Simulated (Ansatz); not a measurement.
Runs of Ansatz 0.2.0 on Sb. It takes space group Pm-3m (No. 221, cubic). The conventional cell has a = 3.160 Å, b = 3.160 Å, c = 3.160 Å, α = 90.00°, β = 90.00°, γ = 90.00°. Sb (site symmetry m-3m) has 6 Sb at 3.16 Å as nearest neighbours. This isn't the form of Sb at room conditions, which is rhombohedral.

| task | level | spin | cell | k mesh | cutoff (eV) | points for each segment of the path | share of exact exchange | mesh quality | gap on the mesh (eV) | pressure (GPa) | relaxed volume (Å³/atom) |
| --- | --- | --- | --- | --- | --- | --- | --- | --- | --- | --- | --- |
| band structure | r2SCAN | off | as given | 8 × 8 × 8 | 500 | 14 | - | not flagged | none | -3.3 | - |
| relaxation of cell and atoms | PBEsol | off | relaxed | 8 × 8 × 8 | 420 | - | - | not flagged | none | 0.0 | (a) |
| single point | r2SCAN0 | off | as given | 5 × 5 × 5 | 500 | - | 0.25 | coarse | none | -4.9 | - |
| relaxation of cell and atoms | RPBE | off | relaxed | 8 × 8 × 8 | 420 | - | - | not flagged | none | 0.0 | 30.92 |
| band structure | PBEsol | off | as given | 8 × 8 × 8 | 420 | 14 | - | not flagged | none | (b) | - |
| single point | r2SCAN0 form with a typed share of exact exchange | off | as given | 5 × 5 × 5 | 500 | - | 0 | coarse | none | -3.5 | - |
| band structure | PBEsol | SOC, no magnetisation | as given | 6 × 6 × 6 | 420 | 14 | - | not flagged | none | -4.3 | - |
| single point | r2SCAN0 form with a typed share of exact exchange | off | as given | 5 × 5 × 5 | 500 | - | 0.15 | coarse | none | -4.3 | - |

Alike in all rows: potentials or basis Ansatz PAW; smearing fermi-dirac 0.05 eV.

Question: Estimate the missing entries.

Answer: (a) 28.89; (b) -4.7.

Caveats: some runs use coarse meshes; the PAW data sets come from PBE, with cores solved anew for the run's functional, which leaves a small shift of forces and pressure; spin-orbit coupling is left out, which moves the levels of the heavy elements (some runs); the plane-wave basis is chosen anew once the cell has moved, so the energies of steps on either side of that aren't comparable (some runs); the thresholds are loose for stress (some runs).

A k mesh can miss the band edges, and rows without SOC leave out spin-orbit coupling on Sb.

A gap of «none» marks a metal or a gap under the smearing width.

Runs at the PBE level aren't shown here.
